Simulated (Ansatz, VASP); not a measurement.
# One calculation of Mo, two programs

```
CELL_PARAMETERS angstrom
-1.58381 1.58381 1.58381
1.58381 -1.58381 1.58381
1.58381 1.58381 -1.58381
ATOMIC_POSITIONS crystal
Mo 0.00000 0.00000 0.00000
```

Alike in both runs: task relaxation of cell and atoms; functional PBE; k mesh 18 × 18 × 18; occupations gaussian, width 0.1 eV; no spin polarisation.

```csv
,VASP,Ansatz
version,VASP 6.6.1,Ansatz 0.2.0
potentials or method,"VASP PAW PBE potentials, release 64 (Mo_sv)","scalar-relativistic, plane waves, PAW"
plane-wave cutoff (eV),600,420
valence electrons in the cell,14,14
```

|  | VASP | Ansatz | Ansatz less VASP |
| --- | --- | --- | --- |
| gap on the k mesh at the Fermi level, each at its own relaxed structure (eV) | none | none | - |
| relaxed volume (Å³/atom) | 15.81 | 15.79 | -0.022 |
| relaxed cell length with the largest relative difference (Å) | 2.738 | 2.737 | -0.0013 |

A gap of «none» marks a metal or a gap that the smearing closes.
